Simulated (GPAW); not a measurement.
A run of GPAW 26.7.0:

run.py

```python
import json
import numpy as np
from ase import Atoms
from ase.constraints import FixSymmetry
from ase.io import read, write
from ase.optimize import BFGS
from phonopy import Phonopy
from phonopy.structure.atoms import PhonopyAtoms
from gpaw import GPAW, PW

atoms = read('POSCAR')

calc = GPAW(mode=PW(510),
            xc='PBE',
            kpts={'size': (5, 5, 5), 'gamma': True},
            occupations={'name': 'fermi-dirac', 'width': 0.05},
            nbands=19,
            convergence={'density': 1e-06, 'eigenstates': 1e-09},
            maxiter=150,
            txt='gpaw.txt')
atoms.calc = calc
atoms.set_constraint(FixSymmetry(atoms))
BFGS(atoms, trajectory='relax.traj', logfile='-').run(fmax=0.005, steps=40)
atoms.set_constraint()
energy = atoms.get_potential_energy()
forces = atoms.get_forces()
stress = atoms.get_stress()
calc.write('gs.gpw')
write('result.traj', atoms)
print('Cell:', atoms.cell.cellpar().round(4))
print(atoms.get_scaled_positions().round(5))

def force_constants(scale):
    unit = PhonopyAtoms(symbols=atoms.get_chemical_symbols(), cell=atoms.cell[:] * scale**(1 / 3),
                        scaled_positions=atoms.get_scaled_positions())
    ph = Phonopy(unit, supercell_matrix=np.diag([1, 1, 1]), primitive_matrix=np.eye(3), symprec=1e-4)
    ph.generate_displacements(distance=0.01)
    forces = []
    for i, sc in enumerate(ph.supercells_with_displacements):
        a = Atoms(sc.symbols, cell=sc.cell, scaled_positions=sc.scaled_positions, pbc=True)
        c = GPAW(mode=PW(510),
                 xc='PBE',
                 kpts={'size': (5, 5, 5), 'gamma': True},
                 occupations={'name': 'fermi-dirac', 'width': 0.05},
                 nbands=19,
                 convergence={'density': 1e-06, 'eigenstates': 1e-09},
                 maxiter=150,
                 txt=f'disp-{scale:.3f}-{i:02d}.txt')
        a.calc = c
        f = a.get_forces()
        forces.append(f - f.mean(axis=0))
        print(f'displacement {i}: drift', f.mean(axis=0).round(5), flush=True)
    ph.forces = forces
    ph.produce_force_constants()
    ph.symmetrize_force_constants()
    return ph

qpoints = [[0.0, 0.0, 0.0]]
results = {}
for scale in [1.0]:
    ph = force_constants(scale)
    ph.run_qpoints(qpoints)
    nu = ph.qpoints.frequencies * 33.35641  # THz to cm^-1
    results[f'{scale:.3f}'] = nu.tolist()
    for qp, f in zip(qpoints, nu):
        print(scale, np.round(qp, 4), f.round(2))
json.dump(results, open('phonons.json', 'w'))
```

File POSCAR:

```
SnTe
1.0
    0.0000000000      3.6111460000      3.6111460000
    3.6111460000      0.0000000000      3.6111460000
    3.6111460000      3.6111460000      0.0000000000
Te Sn
1 1
Direct
    0.2500000000      0.2500000000      0.2500000000
    0.0000000000      0.0000000000      0.0000000000
```

Potentials or basis: GPAW PAW data sets (gpaw-data 1.2.1), pw.

The run is started by

```console
$ OMP_NUM_THREADS=1 python run.py
```

Hardware: 1 thread of Arm Neoverse V2, with other jobs on the host.

Task: How long does it take, and how much memory?

Result: It took 74 s on 1 thread of Arm Neoverse V2 (shared host), peak memory 0.33 GiB. Counts: scf iterations 33, plane waves 2485, bands 19, k points 10.
